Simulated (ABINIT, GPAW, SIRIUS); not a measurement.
## The equilibrium volume of TiC, sorted by core time

**What was measured.** The equilibrium volume of TiC (Fm-3m) is reported as 10.13 Å³/atom (a printed reference work). The runs below try to reproduce it.

```cif
data_structure
_symmetry_space_group_name_H-M 'P 1'
_symmetry_Int_Tables_number 1
_cell_length_a 3.0628
_cell_length_b 3.0628
_cell_length_c 3.0628
_cell_angle_alpha 60.000
_cell_angle_beta 60.000
_cell_angle_gamma 60.000
_cell_volume 20.32
loop_
_atom_site_label
_atom_site_type_symbol
_atom_site_fract_x
_atom_site_fract_y
_atom_site_fract_z
_atom_site_occupancy
Ti1 Ti 0.00000 0.00000 0.00000 1
C1 C 0.50000 0.50000 0.50000 1
```

```tsv
rung	level	program and potentials	cutoff (eV)	k mesh	smearing	task	core time	chip	equilibrium volume (Å³/atom)	miss	notes
GGA + dispersion	revPBE+D3(BJ)	SIRIUS, PseudoDojo 0.4.1 PBE standard (scalar relativistic)	1152	6 × 6 × 6	fermi-dirac 0.05	relaxation of cell and atoms	49 s	Arm Neoverse V1	9.71	-4.1 %	coarse mesh; potentials made for PBE
GGA + dispersion	revPBE+D4	SIRIUS, PseudoDojo 0.4.1 PBE standard (scalar relativistic)	1152	6 × 6 × 6	fermi-dirac 0.05	relaxation of cell and atoms	62 s	Arm Neoverse V1	9.88	-2.5 %	coarse mesh; potentials made for PBE
LDA	LDA	ABINIT, PseudoDojo NC SR LDA v0.4.1 standard	1143	8 × 8 × 8	fermi-dirac 0.05	relaxation of cell and atoms	70 s	Intel Xeon 6975P-C Granite Rapids	9.68	-4.4 %	-
GGA	PBE	ABINIT, PseudoDojo NC SR PBE v0.4.1 standard	1143	8 × 8 × 8	fermi-dirac 0.05	relaxation of cell and atoms	88 s	Arm Neoverse V1	10.17	+0.4 %	-
GGA	PBEsol	GPAW, PAW data sets generated for this functional	800	11 × 11 × 11	fermi-dirac 0.05	equation of state	2.7 min	Arm Neoverse V1	9.95	-1.8 %	-
GGA	BLYP	SIRIUS, all-electron FP-LAPW, apw+lo standard	-	11 × 11 × 11	fermi-dirac 0.05	equation of state	6.1 min	Arm Neoverse V1	10.51	+3.8 %	-
```

Times are single runs on shared hosts and different chips, so they are rough; meshes, cutoffs and the tasks' sizes weigh on the time. All rows: no spin polarisation. Smearing widths are in eV. For a metal such meshes aren't converged. Meshes differ between rows, which moves values too. Meshes are those of the run's cell of 2 atoms unless a note names another. Relaxations start from the cell shown or near it and stop with a little pressure left. Misses use the values as printed. Runs on faulty files, with rough fits or with known faults for this quantity aren't shown. No row holds spin-orbit coupling.

By rung: LDA 9.68; GGA 9.95 to 10.51; GGA + dispersion on coarse meshes 9.71 to 9.88 (Å³/atom). Measured: 10.13 Å³/atom (a printed reference work). Closest, coarse meshes and atomic bases left aside, is PBE (+0.4 %). The runs are for a static lattice, while measurements hold temperature and zero-point motion.
